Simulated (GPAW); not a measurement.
# ZnS (F-43m) in GPAW: notebook

Aim: see how the results for ZnS move with the level of theory and the settings. Levels: PBE, LDA. Tasks: single point, electron localisation function.

Program: GPAW 26.7.0. These are calculated values, not measurements. Logs are shortened: lines on timing, memory, paths and dates and some standing lists are left out, and cuts for length are marked. The log counts tension as positive stress, the text compression.

**Experimental background.**

From “Electronic, vibrational, and thermodynamic properties of ZnS (zincblende and rocksalt structure)”, 2009, arxiv:0911.5022, for a bulk crystal of ZnS at 19 K: band gap 3.85 eV (direct).

The runs below are set against these values where they give the same quantity.

## (1) Starting point

It takes space group F-43m (No. 216, cubic). The conventional cell has a = 5.404 Å, b = 5.404 Å, c = 5.404 Å, α = 90.00°, β = 90.00°, γ = 90.00°. Zn (site symmetry -43m) has 4 S at 2.34 Å as nearest neighbours. Around S (site symmetry -43m) lie 4 Zn at 2.34 Å.

## (2) Single point, PBE

Contents of run.py:

```python
from ase.dft.bandgap import bandgap
from ase.io import write
from ase.spacegroup import crystal
from ase.units import GPa
from gpaw import GPAW, PW

# Zn 4c
# S 4a
atoms = crystal(['Zn', 'S'],
                basis=[[0.25, 0.25, 0.25],
                       [0.0, 0.0, 0.0]],
                spacegroup=216, setting=1,  # F-43m
                cellpar=[5.404, 5.404, 5.404, 90.0, 90.0, 90.0],
                primitive_cell=True)

calc = GPAW(mode=PW(400),
            xc='PBE',
            kpts={'size': (7, 7, 7), 'gamma': True},
            occupations={'name': 'fermi-dirac', 'width': 0.01},
            nbands=18,
            convergence={'density': 1e-05, 'energy': 1e-05},
            maxiter=150,
            txt='gpaw.txt')
atoms.calc = calc
energy = atoms.get_potential_energy()
forces = atoms.get_forces()
stress = atoms.get_stress()
calc.write('gs.gpw')
write('result.traj', atoms)
print(f'Energy: {energy:.6f} eV')
print('Forces (eV/A):')
print(forces.round(4))
print('Stress (GPa):', (stress / GPa).round(3))
print('Fermi level:', round(calc.get_fermi_level(), 4), 'eV')
print(f'Gap: {bandgap(calc)[0]:.4f} eV, direct: {bandgap(calc, direct=True)[0]:.4f} eV')
```

Potentials or basis: GPAW PAW data sets (gpaw-data 1.2.1), pw.

On the command line:

```console
$ OMP_NUM_THREADS=1 python run.py
```

gpaw.txt:

```text
__  _  _
 | _ |_)|_||  |
 |__||  | ||/\| - 26.7.0

Input parameters:
  mode=PW(ecut=400.0),
  convergence={'density': 1e-05, 'energy': 1e-05},
  kpts=MonkhorstPack(size=(7, 7, 7), gamma=True),
  maxiter=150,
  nbands=18,
  occupations=Occupations(name='fermi-dirac', width=0.01),
  xc=XC(name='PBE')

Diagonalizing LCAO Hamiltonian
Converting LCAO to pw mode

           Zn

       S

Atoms  # Å, Bohr magnetons
|   | symbol |        x |        y |        z |    initial magnetic moments |
|---|--------|----------|----------|----------|-----------------------------|
| 0 |     Zn | 1.351000 | 1.351000 | 1.351000 | ( 0.0000,  0.0000,  0.0000) |
| 1 |      S | 0.000000 | 0.000000 | 0.000000 | ( 0.0000,  0.0000,  0.0000) |

Unit cell  # Å
| periodic |        x |        y |        z |  lengths |    angles |
|----------|----------|----------|----------|----------|-----------|
|      yes | 0.000000 | 2.702000 | 2.702000 | 3.821205 | 60.000000 |
|      yes | 2.702000 | 0.000000 | 2.702000 | 3.821205 | 60.000000 |
|      yes | 2.702000 | 2.702000 | 0.000000 | 3.821205 | 60.000000 |

Number of symmetries: 24
Symmetry operations  # r_c * U_cc + t_c -> r_c
|    | kind |            matrix            |
|----|------|------------------------------|
|  0 |  E   |  1, 0, 0,  0, 1, 0,  0, 0, 1 |
|  1 |  σ   |  1, 0, 0,  0, 0, 1,  0, 1, 0 |
|  2 |  σ   |  1, 0,-1,  0, 1,-1,  0, 0,-1 |
|  3 |  C3  |  1, 0,-1,  0, 0,-1,  0, 1,-1 |
|  4 |  C3  |  1,-1, 0,  0,-1, 1,  0,-1, 0 |
|  5 |  σ   |  1,-1, 0,  0,-1, 0,  0,-1, 1 |
|  6 |  σ   |  0, 1, 0,  1, 0, 0,  0, 0, 1 |
|  7 |  C3  |  0, 1, 0,  0, 0, 1,  1, 0, 0 |
|  8 |  C2  |  0, 1,-1,  1, 0,-1,  0, 0,-1 |
|  9 |  S4  |  0, 1,-1,  0, 0,-1,  1, 0,-1 |
| 10 |  C3  |  0, 0, 1,  1, 0, 0,  0, 1, 0 |
| 11 |  σ   |  0, 0, 1,  0, 1, 0,  1, 0, 0 |
| 12 |  S4  |  0, 0,-1,  1, 0,-1,  0, 1,-1 |
| 13 |  C3  |  0, 0,-1,  0, 1,-1,  1, 0,-1 |
| 14 |  S4  |  0,-1, 1,  1,-1, 0,  0,-1, 0 |
| 15 |  C2  |  0,-1, 1,  0,-1, 0,  1,-1, 0 |
| 16 |  C3  |  0,-1, 0,  1,-1, 0,  0,-1, 1 |
| 17 |  S4  |  0,-1, 0,  0,-1, 1,  1,-1, 0 |
| 18 |  S4  | -1, 1, 0, -1, 0, 1, -1, 0, 0 |
| 19 |  C3  | -1, 1, 0, -1, 0, 0, -1, 0, 1 |
| 20 |  C3  | -1, 0, 1, -1, 1, 0, -1, 0, 0 |
| 21 |  S4  | -1, 0, 1, -1, 0, 0, -1, 1, 0 |
| 22 |  σ   | -1, 0, 0, -1, 1, 0, -1, 0, 1 |
| 23 |  C2  | -1, 0, 0, -1, 0, 1, -1, 1, 0 |

BZ-sampling:
  Number of BZ points: 343
  Number of IBZ points: 20

  Monkhorst-Pack size: [7, 7, 7]
  Monkhorst-Pack shift: [0, 0, 0]

K-points  # in reciprocal-cell coordinates
|     |                                coordinates |     weight |
|-----|--------------------------------------------|------------|
|   0 | (  0.00000000,   0.00000000,   0.00000000) | 0.00291545 |
|   1 | (  0.14285714,   0.14285714,   0.00000000) | 0.01749271 |
|   2 | (  0.14285714,   0.14285714,   0.14285714) | 0.02332362 |
|   3 | (  0.28571429,   0.14285714,   0.14285714) | 0.03498542 |
|   4 | (  0.28571429,   0.28571429,   0.00000000) | 0.01749271 |
|   5 | (  0.28571429,   0.28571429,   0.14285714) | 0.06997085 |
|   6 | (  0.28571429,   0.28571429,   0.28571429) | 0.02332362 |
|   7 | (  0.42857143,  -0.28571429,  -0.28571429) | 0.03498542 |
|   8 | (  0.42857143,   0.28571429,  -0.42857143) | 0.13994169 |
|   9 | (  0.42857143,   0.28571429,  -0.28571429) | 0.06997085 |
| ... |                                            |            |
|  19 | (  0.42857143,   0.42857143,   0.42857143) | 0.02332362 |

Plane wave coefficients: 726
Cutoff: 400.0 eV

Spin-components: 1 (collinear spins)
Bands:           18
Projectors:      11
Spin-degeneracy: 2
Datatype:        complex128

Density:
  Valence electrons: 18.0
  Components: 1
  Grid points: [18 18 18]
  Charge: 0.0  # |e|

Potential:
  Grid points: [18 18 18]

species:
  Zn:
    name:    Zinc
    Z:       30.0
    valence: 12
    core:    18
    charge:  0.0  # [|e|]
    compensation charges:
      type: gauss
      rc: 0.37  # [Å]
      lmax: 2
    cutoffs:
      filter: 2.14  # [Å]
      core: 2.28  # [Å]
    projectors
    | kind |    occ | energy [eV] | rcut [Å] |
    |------|--------|-------------|----------|
    |   4s |  2.000 |      -5.977 |    1.286 |
    |   4p |  0.000 |      -1.117 |    1.270 |
    |   3d | 10.000 |     -10.142 |    1.180 |
    |    s |        |      21.234 |    1.286 |
    |    p |        |      26.095 |    1.270 |
    |    d |        |      17.070 |    1.180 |

    Using partial waves for Zn as LCAO basis

  S:
    name:    Sulfur
    Z:       16.0
    valence: 6
    core:    10
    charge:  0.0  # [|e|]
    compensation charges:
      type: gauss
      rc: 0.24  # [Å]
      lmax: 2
    cutoffs:
      filter: 1.77  # [Å]
      core: 1.66  # [Å]
    projectors
    | kind |    occ | energy [eV] | rcut [Å] |
    |------|--------|-------------|----------|
    |   3s |  2.000 |     -17.254 |    0.974 |
    |   3p |  4.000 |      -7.008 |    0.979 |
    |    s |        |       9.957 |    0.974 |
    |    p |        |      20.203 |    0.979 |
    |    d |        |       0.000 |    0.900 |

    Using partial waves for S as LCAO basis

Reference energy: -59718.946550  # eV

eigensolver:
  PPCG
  Converge bands: occupied
  niter=2

density mixing:
  MSR1-Mixer
  Pratt-step length: 0.05
  Maximum mixing coefficient: 0.75
  Old densities: 10
  SVD Regularization: 0.005
  Good broyden scale: 1.0
  Trust region scale: 1.0
  Backstep threshold: 4.0
  History deletion threshold: 6.0
  Fourier metric: weight=20.0, sigma=0.015

occupation numbers:
  Fermi-Dirac:
    width: 0.0100  # eV

poisson solver:
  ecut: 3200.0  # eV

xc functional:
  name: PBE with 2 nearest neighbor stencil

convergence criteria:
- Maximum integral of absolute [dens]ity change: 1e-05 electrons / valence electron
- Maximum [total energy] change in last 3 cyles: 1e-05 eV / valence electron
- Maximum integral of absolute [eigenst]ate change: 4e-08 eV^2 / valence electron
maximum number of iterations: 150

SCF iterations
|iter     | |      energy | eigst |  dens |
|---------|-|-------------|-------|-------|
|iter:   1| |   -7.242376 | -0.19 |       |
|iter:   2| |   -7.155705 | -1.88 | -1.18 |
|iter:   3| |   -6.869932 | -1.54 | -1.23 |
|iter:   4| |   -6.869583 | -2.79 | -1.79 |
|iter:   5| |   -6.870836 | -3.92 | -2.23 |
|iter:   6| |   -6.870772 | -4.44 | -2.99 |
|iter:   7| |   -6.870792c| -5.40 | -3.51 |
|iter:   8| |   -6.870797c| -6.03 | -3.87 |
|iter:   9| |   -6.870797c| -8.45c| -4.92 |
|iter:  10| |   -6.870797c| -7.77c| -5.39c|

Converged in 10 steps
Energy contributions relative to reference atoms: (reference = -59718.946550)

Energy contributions:
  Kinetic:          11.549260
  Coulomb:          -9.753730
  Zero:              0.011802
  External:          0.000000
  Xc:               -8.678131
  Entropy:          -0.000000
  Spinorbit:         0.000000
  ----------------------------
  Free energy:      -6.870797
  Extrapolated:     -6.870797

dipole moment: (-20.040292, -20.040292, -20.040292)  # |e|*Ang

Fermi level: 4.495
Eigenvalues  # (at kpt = [0.000, 0.000, 0.000])
| band index |      eig [eV] | occ [0-2] |
|------------|---------------|-----------|
|          0 |        -9.383 |     2.000 |
|          1 |        -2.555 |     2.000 |
|          2 |        -2.555 |     2.000 |
|          3 |        -2.555 |     2.000 |
|          4 |        -2.060 |     2.000 |
|          5 |        -2.060 |     2.000 |
[... 10 lines left out ...]
|         16 |        18.296 |     0.000 |
|         17 |        18.296 |     0.000 |

Gap: 2.104 eV
Transition (v -> c):
  (s=0, k=0, n=8, [0.00, 0.00, 0.00]) -> (s=0, k=0, n=9, [0.00, 0.00, 0.00])
No difference between direct/indirect transitions

Forces  # eV/Ang
|       x |       y |        z |
|---------|---------|----------|
| 0.00000 | 0.00000 | -0.00000 |  # Zn   0
| 0.00000 | 0.00000 |  0.00000 |  # S    1

Stress tensor  # eV/Ang^3
|         x |         y |         z |
|-----------|-----------|-----------|
| -0.003939 |  0.000000 |  0.000000 |
|  0.000000 | -0.003939 |  0.000000 |
|  0.000000 |  0.000000 | -0.003939 |

# Writing to gs.gpw (mode='')
```

Run time: 8.7 s. Hardware: 1 thread of Arm Neoverse V1, shared host; peak memory 0.13 GiB.

These settings aren't checked as converged: the numbers below hold their error.

What came out:

| Property | Result |
| --- | --- |
| Free energy | -6.8708 eV |
| Pressure | 0.6 GPa |
| Band gap on the k mesh | 2.10 eV, direct |

Caveat: the cutoff is short for stress and forces, so pressures can be off by a GPa or more.

(Part 1 of 2 ends here.)
